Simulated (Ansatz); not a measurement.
Input deck for Ansatz 0.2.0, then the block of the output on the nuclei.

The cell is an entry of the Crystallography Open Database (COD), relaxed with PBE at fixed cell and then changed (z stretched by 1 %, ions relaxed).

```yaml
crystal:
  lattice:
    - [4.594, 0.0, 0.0]
    - [0.0, 4.594, 0.0]
    - [0.0, 0.0, 2.98859]
  atoms:
    - { symbol: Ti, position: [0.0, 0.0, 0.0] }
    - { symbol: Ti, position: [0.5, 0.5, 0.5] }
    - { symbol: O, position: [0.3042802931, 0.3042802931, 0.0] }
    - { symbol: O, position: [0.1957197069, 0.8042802931, 0.5] }
    - { symbol: O, position: [0.6957197069, 0.6957197069, 0.0] }
    - { symbol: O, position: [0.8042802931, 0.1957197069, 0.5] }
kpoints:
  mp_grid: { grid: [7, 7, 10] }
scf:
  occupations: { method: fermi_dirac, width: 0.02 }
hamiltonian:
  xc: pbe
  pseudopotentials: { kind: paw }
output:
  forces: true
  stress: true
  populations: true
  efg:
    quadrupole_moments_barn: { Ti: 0.247, O: -0.02558 }
    contact_densities: true
  write_density: true
  write_potential: true
  elf: true
  volumetric_format: npy
relax:
  f_tol: 0.02
  max_steps: 60
```

```sh
ansatz run input.yaml --threads 1 --pin off --max-ram 3072MiB --backend cpu --events-out ev --progress --plain --runs-dir out
```

The run relaxes the ions first, and the block belongs to the relaxed positions.

Of the output, the block on the nuclei alone is shown; the set-up, the SCF iterations, energies, forces and stress are cut.

```
--- PAW observables at the nuclei: V_zz in 10²¹ V/m², potentials from the cell's mean, atoms counted from 1 ---
  atom   1  Ti V_zz =    -1.877134   η = 0.4707   by run symmetry: allowed   C_q = -11.2111 MHz
            electrostatic potential = -2526.860001 V   contact ρ = 56791.885632 e/Å³
  atom   2  Ti V_zz =    -1.877134   η = 0.4707   by run symmetry: allowed   C_q = -11.2111 MHz
            electrostatic potential = -2526.860001 V   contact ρ = 56791.885632 e/Å³
  atom   3  O  V_zz =    -2.500990   η = 0.8786   by run symmetry: allowed   C_q = +1.5469 MHz
            electrostatic potential = -624.613552 V   contact ρ = 2157.472768 e/Å³
  atom   4  O  V_zz =    -2.500990   η = 0.8786   by run symmetry: allowed   C_q = +1.5469 MHz
            electrostatic potential = -624.613552 V   contact ρ = 2157.472768 e/Å³
  atom   5  O  V_zz =    -2.500990   η = 0.8786   by run symmetry: allowed   C_q = +1.5469 MHz
            electrostatic potential = -624.613552 V   contact ρ = 2157.472768 e/Å³
  atom   6  O  V_zz =    -2.500990   η = 0.8786   by run symmetry: allowed   C_q = +1.5469 MHz
            electrostatic potential = -624.613552 V   contact ρ = 2157.472768 e/Å³
```

The relaxation (2 steps) took 11 s of wall time (11 s of CPU time) and 0.46 GiB at its peak, on 1 thread of Intel Xeon 6975P-C (Granite Rapids) (x86_64; 16 cores open to the job, memory cap 3.0 GiB, no GPU), a shared host with a load of 1.5 a core.
